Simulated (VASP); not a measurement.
# Re (I4/mmm) in VASP: further runs

The runs below take Re through single point, with PBE.

Everything below comes from runs of VASP 6.6.1. Logs are shortened: lines on timing, memory, paths and dates and some standing lists are left out, and cuts for length are marked.

## Step 1: The cell of the first run

The structure is tetragonal, space group I4/mmm (No. 139). Conventional cell: a = 2.653 Å, b = 2.653 Å, c = 3.950 Å, α = 90.00°, β = 90.00°, γ = 90.00°. Around Re (site symmetry 4/mmm) lie 12 Re at 2.65 to 2.72 Å.

This isn't the form of Re at room conditions, which is hcp.

## Step 2: Single point, PBE (strain -0.050 along x and y, +0.000 along z, atoms carried along)

Input file INCAR:

```
PREC = Accurate ; ENCUT = 520
EDIFF = 1E-6 ; ISMEAR = 0
SIGMA = 0.15 ; LREAL = F
LASPH = T ; NELM = 100
ALGO = Normal ; ISIF = 2
LWAVE = F ; LCHARG = F
GGA = PE ; NBANDS = 10
```

Input file KPOINTS:

```
Automatic mesh
0
Gamma
  20 20 20
```

Input file POSCAR:

```
Re
1.0
    0.0000000000      1.8762500000      1.9750000000
    1.8762500000      0.0000000000      1.9750000000
    1.8762500000      1.8762500000      0.0000000000
Re
1
Direct
    0.0000000000      0.0000000000      0.0000000000
```

Potentials or basis: VASP PAW PBE potentials, release 64 (Re).

Run with:

```console
$ cat potpaw_PBE.64/Re/POTCAR > POTCAR
$ mpirun -np 1 vasp_std > vasp.out
```

OUTCAR:

```text
PREC = Accurate
   ENCUT = 520
   EDIFF = 1E-6
   ISMEAR = 0
   LREAL = F
   LASPH = T
   NELM = 100
   ISIF = 2
   GGA = PE

 ion  position               nearest neighbor table
   1  0.000  0.000  0.000-

  LATTYP: Found a body centered tetragonal cell.
 ALAT       =     2.6534181964
 C/A-ratio  =     1.4886458551

  Lattice vectors:

 A1 = (  -1.8762500000,   0.0000000000,   1.9750000000)
 A2 = (   1.8762500000,   0.0000000000,   1.9750000000)
 A3 = (   0.0000000000,   1.8762500000,  -1.9750000000)

Analysis of symmetry for initial positions (statically):
=====================================================================
 Subroutine PRICEL returns:
 Original cell was already a primitive cell.

 Routine SETGRP: Setting up the symmetry group for a
 body centered tetragonal supercell.

 Subroutine GETGRP returns: Found 16 space group operations
 (whereof 16 operations were pure point group operations)
 out of a pool of 16 trial point group operations.

The static configuration has the point symmetry D_4h.

Analysis of symmetry for dynamics (positions and initial velocities):
=====================================================================
 Subroutine PRICEL returns:
 Original cell was already a primitive cell.

 Routine SETGRP: Setting up the symmetry group for a
 body centered tetragonal supercell.

 Subroutine GETGRP returns: Found 16 space group operations
 (whereof 16 operations were pure point group operations)
 out of a pool of 16 trial point group operations.

The dynamic configuration has the point symmetry D_4h.

 Subroutine INISYM returns: Found 16 space group operations
 (whereof 16 operations are pure point group operations),
 and found     1 'primitive' translations

----------------------------------------------------------------------------------------

                                     Primitive cell

  volume of cell :      13.9052

  direct lattice vectors                    reciprocal lattice vectors
     0.000000000  1.876250000  1.975000000    -0.266489007  0.266489007  0.253164557
     1.876250000  0.000000000  1.975000000     0.266489007 -0.266489007  0.253164557
     1.876250000  1.876250000  0.000000000     0.266489007  0.266489007 -0.253164557

  length of vectors
     2.724140059  2.724140059  2.653418196     0.454009994  0.454009994  0.454009994

  position of ions in fractional coordinates (direct lattice)
     0.000000000  0.000000000  0.000000000

  ion indices of the primitive-cell ions
   primitive index   ion index
                 1           1

----------------------------------------------------------------------------------------

 KPOINTS: Automatic mesh

Automatic generation of k-mesh.
 Grid dimensions read from file:
 generate k-points for:   20   20   20

 Generating k-lattice:

  Cartesian coordinates                     Fractional coordinates (reciprocal lattice)
    -0.013324450  0.013324450  0.012658228     0.050000000 -0.000000000  0.000000000
     0.013324450 -0.013324450  0.012658228    -0.000000000  0.050000000  0.000000000
     0.013324450  0.013324450 -0.012658228     0.000000000  0.000000000  0.050000000

  Length of vectors
     0.022700500  0.022700500  0.022700500

  Shift w.r.t. Gamma in fractional coordinates (k-lattice)
     0.000000000  0.000000000  0.000000000

 Subroutine IBZKPT returns following result:
 ===========================================

 Found    641 irreducible k-points:

 Following reciprocal coordinates:
            Coordinates               Weight
  0.000000  0.000000  0.000000      1.000000
  0.050000  0.000000  0.000000      8.000000
  0.100000  0.000000  0.000000      8.000000
  0.150000  0.000000  0.000000      8.000000
  0.200000  0.000000  0.000000      8.000000
  0.250000  0.000000  0.000000      8.000000
[... 16 lines left out ...]
 -0.400000  0.050000  0.000000      8.000000
 -0.350000  0.050000  0.000000      8.000000
 [... further k-points ...]
   k-points           NKPTS =    641   k-points in BZ     NKDIM =    641   number of bands    NBANDS=     10
   number of dos      NEDOS =    301   number of ions     NIONS =      1
   total plane-waves  NPLWV =   8000
   dimension x,y,z NGX =    20 NGY =   20 NGZ =   20
   dimension x,y,z NGXF=    40 NGYF=   40 NGZF=   40
   ions per type =               1
   NGX,Y,Z   is equivalent  to a cutoff of  12.21, 12.21, 12.53 a.u.
   NGXF,Y,Z  is equivalent  to a cutoff of  24.41, 24.41, 25.06 a.u.
 SYSTEM =  unknown system
   PREC   = accura    normal or accurate (medium, high low for compatibility)
   ISTART =      0    job   : 0-new  1-cont  2-samecut
   ICHARG =      2    charge: 1-file 2-atom 10-const
   ISPIN  =      1    spin polarized calculation?
   LNONCOLLINEAR =      F non collinear calculations
   LSORBIT =      F    spin-orbit coupling
   LASPH  =      T    aspherical Exc in radial PAW
   ENCUT  =  520.0 eV  38.22 Ry    6.18 a.u.   5.07  5.07  4.93*2*pi/ulx,y,z
   NELM   =    100;   NELMIN=  2; NELMDL= -5     # of ELM steps
   EDIFF  = 0.1E-05   stopping-criterion for ELM
   LREAL  =      F    real-space projection
   EDIFFG = 0.1E-04   stopping-criterion for IOM
   NSW    =      0    number of steps for IOM
   IBRION =     -1    ionic relax: 0-MD 1-quasi-New 2-CG
   NFREE  =      0    steps in history (QN), initial steepest desc. (CG)
   ISIF   =      2    stress and relaxation
   ISYM   =      2    0-nonsym 1-usesym 2-fastsym
   POTIM  = 0.5000    time-step for ionic-motion
   TEBEG  =    0.0;   TEEND  =   0.0 temperature during run
   PSTRESS=    0.0 pullay stress
   NELECT =       7.0000    total number of electrons
   NUPDOWN=      -1.0000    fix difference up-down
   EMIN   =  10.00;   EMAX   =-10.00  energy-range for DOS
   EFERMI =   0.00;   METHOD = LEGACY
   ISMEAR =     0;   SIGMA  =   0.15  broadening in eV -4-tet -1-fermi 0-gaus
   EFERMI_NEDOS =   21; number of points for ismear=-14 and -15
   IALGO  =     38    algorithm
   IMIX   =      4    mixing-type and parameters
     AMIX     =   0.40;   BMIX     =  1.00
     AMIX_MAG =   1.60;   BMIX_MAG =  1.00
  volume/ion in A,a.u.               =      13.91        93.84
  Fermi-wavevector in a.u.,A,eV,Ry     =   1.302311  2.461011 23.075667  1.696014
  Thomas-Fermi vector in A             =   2.433387
   LORBIT       =      0    0 simple, 1 ext, 2 COOP (PROOUT), +10 PAW based schemes
   GGA     = PE    functional components
   LHFCALC =     F    Hartree Fock is set to
   AEXX    =    0.0000 exact exchange contribution
   IVDW    =     0    specifies the selected vdW correction
   LEPSILON=     F    determine dielectric tensor
   LRPA    =     F    only Hartree local field effects (RPA)
 non-spin polarized calculation
 Gauss-broadening in eV      SIGMA  =   0.15
  energy-cutoff  :      520.00
  volume of cell :       13.91
 maximum number of plane-waves:       388
   NGX = 11   NGY = 11   NGZ =  9

 number of electron       7.0000000 magnetization

 Free energy of the ion-electron system (eV)
  ---------------------------------------------------
  ext. energy  EPLUGINS =         0.00000000
  ---------------------------------------------------
  free energy    TOTEN  =       -12.23800590 eV

  energy without entropy =      -12.22863148  energy(sigma->0) =      -12.23331869

 E-fermi :   8.9166     XC(G=0): -14.0449

 val. band max:        8.9165006326   @ k =   0.3000   0.2000   0.0500
 cond. band min:       8.9204186175   @ k =  -0.4000   0.1500   0.3000
 fundamental gap:      0.0039179849
 Fermi energy:         8.9166224966

 k-point     1 :       0.0000    0.0000    0.0000
  band No.  band energies     occupation
      1      -1.6519      2.00000
      2       6.2780      2.00000
      3       7.0971      2.00000
      4       7.0971      2.00000
      5       9.6637      0.00000
      6      10.8358      0.00000
      7      22.8819      0.00000
      8      27.5985      0.00000
      9      29.4876      0.00000
     10      29.4876      0.00000

 k-point     2 :       0.0500    0.0000    0.0000
  band No.  band energies     occupation
      1      -1.5267      2.00000
      2       6.2969      2.00000
      3       7.0468      2.00000
      4       7.1573      2.00000
      5       9.6272      0.00000
      6      10.7702      0.00000
      7      23.1302      0.00000
      8      27.5573      0.00000
      9      29.0544      0.00000
     10      29.7278      0.00000

 k-point     3 :       0.1000    0.0000    0.0000
  band No.  band energies     occupation
      1      -1.1629      2.00000
      2       6.2832      2.00000
      3       6.9747      2.00000
      4       7.3230      2.00000
      5       9.5538      0.00000
      6      10.6028      0.00000
      7      23.8151      0.00000
      8      26.8498      0.00000
      9      29.1350      0.00000
     10      30.4277      0.00000

 k-point     4 :       0.1500    0.0000    0.0000
  band No.  band energies     occupation
      1      -0.6001      2.00000
      2       6.1302      2.00000
      3       6.9973      2.00000
      4       7.5421      2.00000
      5       9.5490      0.00000
      6      10.4218      0.00000
      7      24.5817      0.00000
      8      25.9420      0.00000
      9      30.0524      0.00000
     10      31.5329      0.00000
[... 222 lines left out ...]
 k-point    22 :      -0.4500    0.0500    0.0000
  band No.  band energies     occupation
      1       1.6840      2.00000
      2       6.0869      2.00000
      3       7.0936      2.00000
      4       8.8195      1.64028
      5      12.6284      0.00000
      6      13.6395      0.00000
      7      19.7919      0.00000
      8      22.6805      0.00000
      9      29.2961      0.00000
     10      30.3870      0.00000

 k-point    23 :      -0.4000    0.0500    0.0000
  band No.  band energies     occupation
      1       1.6969      2.00000
      2       6.2133      2.00000
      3       7.1754      2.00000
      4       8.1264      2.00000
      5      12.1392      0.00000
      6      13.3203      0.00000
      7      20.3875      0.00000
      8      23.4241      0.00000
      9      29.8089      0.00000
     10      31.4029      0.00000

 k-point    24 :      -0.3500    0.0500    0.0000
  band No.  band energies     occupation
      1       1.6692      2.00000
      2       6.3884      2.00000
      3       7.2131      2.00000
      4       7.3380      2.00000
      5      11.4884      0.00000
      6      12.6610      0.00000
      7      21.1285      0.00000
      8      24.7796      0.00000
      9      30.9598      0.00000
     10      32.9445      0.00000

 [... further k-points ...]

------------------------ aborting loop because EDIFF is reached ----------------------------------------

  FORCE on cell =-STRESS in cart. coord.  units (eV):
  Direction    XX          YY          ZZ          XY          YZ          ZX
  --------------------------------------------------------------------------------------
  -------------------------------------------------------------------------------------
  Total        3.4078125      3.4078125      1.7833395      0.0000000      0.0000000     -0.0000000
  in kB      392.6519540    392.6519540    205.4783678      0.0000000      0.0000000     -0.0000000
  external PRESSURE =     330.2607586 kB  Pullay stress =       0.0000000 kB

 VOLUME and BASIS-vectors are now :
 -----------------------------------------------------------------------------
  energy-cutoff  :      520.00
  volume of cell :       13.91
      direct lattice vectors                 reciprocal lattice vectors
     0.000000000  1.876250000  1.975000000    -0.266489007  0.266489007  0.253164557
     1.876250000  0.000000000  1.975000000     0.266489007 -0.266489007  0.253164557
     1.876250000  1.876250000  0.000000000     0.266489007  0.266489007 -0.253164557

 POSITION                                       TOTAL-FORCE (eV/Angst)
 -----------------------------------------------------------------------------------
      0.00000      0.00000      0.00000        -0.000000      0.000000      0.000000
 -----------------------------------------------------------------------------------
    total drift:                                0.000000      0.000000      0.000000

  FREE ENERGIE OF THE ION-ELECTRON SYSTEM (eV)
  ---------------------------------------------------
  free  energy   TOTEN  =       -12.2380058983 eV

  energy  without entropy=      -12.2286314763  energy(sigma->0) =      -12.23331869
```

Wall time 45 s (1 thread of Intel Xeon Platinum 8488C (Sapphire Rapids), shared host); peak memory 0.21 GiB.

What came out:

- Free energy: -12.2380 eV
- Pressure: 33.0 GPa
- Band gap on the k mesh: none (metal or under the smearing width)

Levels at points of the mesh, in eV from the Fermi level:
| k point | band 1 | band 2 | band 3 | band 4 | band 5 | band 6 | band 7 | band 8 | band 9 |
| --- | --- | --- | --- | --- | --- | --- | --- | --- | --- |
| (0.00, 0.00, 0.00) | -10.57 | -2.64 | -1.82 | -1.82 | 0.75 | 1.92 | 13.97 | 18.68 | 20.57 |
| (0.50, 0.00, 0.00) | -7.35 | -2.76 | -1.92 | 0.31 | 3.91 | 4.37 | 10.85 | 13.40 | 20.53 |
| (0.50, 0.50, 0.00) | -7.41 | -6.42 | 2.31 | 4.18 | 4.92 | 4.92 | 13.20 | 13.34 | 13.34 |
| (0.50, 0.00, 0.50) | -7.39 | -6.49 | 3.44 | 4.00 | 4.50 | 5.43 | 12.02 | 12.92 | 14.61 |

Caveat: so large a pressure means that the cell lies far from this level's equilibrium, or that cutoff or potentials fall short.

(Part 1 of 2 ends here.)
